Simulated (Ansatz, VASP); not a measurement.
# P: VASP beside Ansatz

INCAR

```
PREC = Accurate
ENCUT = 520
EDIFF = 1E-6
ISMEAR = 0
SIGMA = 0.1
LREAL = False
LASPH = True
NELM = 80
ALGO = Normal
ISIF = 2
LWAVE = False
LCHARG = False
GGA = PE
NBANDS = 24
```

Contents of KPOINTS:

```
Automatic mesh
0
Gamma
  4 4 4
```

Contents of POSCAR:

```
P
1.0
    4.5650164700      0.0000000000      0.0000000000
    0.0000000000      4.5650164700      0.0000000000
    0.0000000000      0.0000000000      4.5515343700
P
6
Direct
    0.1548886100      0.3451113900      0.2500000000
    0.8451113900      0.6548886100      0.2500000000
    0.3451113900      0.8451113900      0.7500000000
    0.6548886100      0.1548886100      0.7500000000
    0.5000000000      0.5000000000      0.0000000000
    0.0000000000      0.0000000000      0.5000000000
```

Input for Ansatz:

```yaml
crystal:
  lattice:
    - [4.56501647, 0.0, 0.0]
    - [0.0, 4.56501647, 0.0]
    - [0.0, 0.0, 4.55153437]
  atoms:
    - { symbol: P, position: [0.15488861, 0.34511139, 0.25] }
    - { symbol: P, position: [0.84511139, 0.65488861, 0.25] }
    - { symbol: P, position: [0.34511139, 0.84511139, 0.75] }
    - { symbol: P, position: [0.65488861, 0.15488861, 0.75] }
    - { symbol: P, position: [0.5, 0.5, 0.0] }
    - { symbol: P, position: [0.0, 0.0, 0.5] }
basis:
  ecutwfc: 420
kpoints:
  mp_grid: { grid: [4, 4, 4] }
hamiltonian:
  xc: pbe
scf:
  occupations: { method: gaussian, width: 0.1 }
  lower_state_search: "off"
output:
  forces: true
  stress: true
  eigenvalues: true
```

Alike in both runs: task single point; functional PBE; k mesh 4 × 4 × 4; occupations gaussian, width 0.1 eV; no spin polarisation.

```csv
,VASP,Ansatz
version,VASP 6.6.1,Ansatz 0.2.0
potentials or method,"VASP PAW PBE potentials, release 64 (P)","scalar-relativistic, plane waves, PAW"
plane-wave cutoff (eV),520,420
valence electrons in the cell,30,30
```

```tsv
	VASP	Ansatz	Ansatz less VASP
gap on the k mesh at the Fermi level (eV)	none	none	-
rms of the force components (eV/Å)	0.424	0.449	+0.0242
```

Atom by atom the forces differ by 0.024 eV/Å (rms over components). A gap of «none» marks a metal or a gap that the smearing closes.
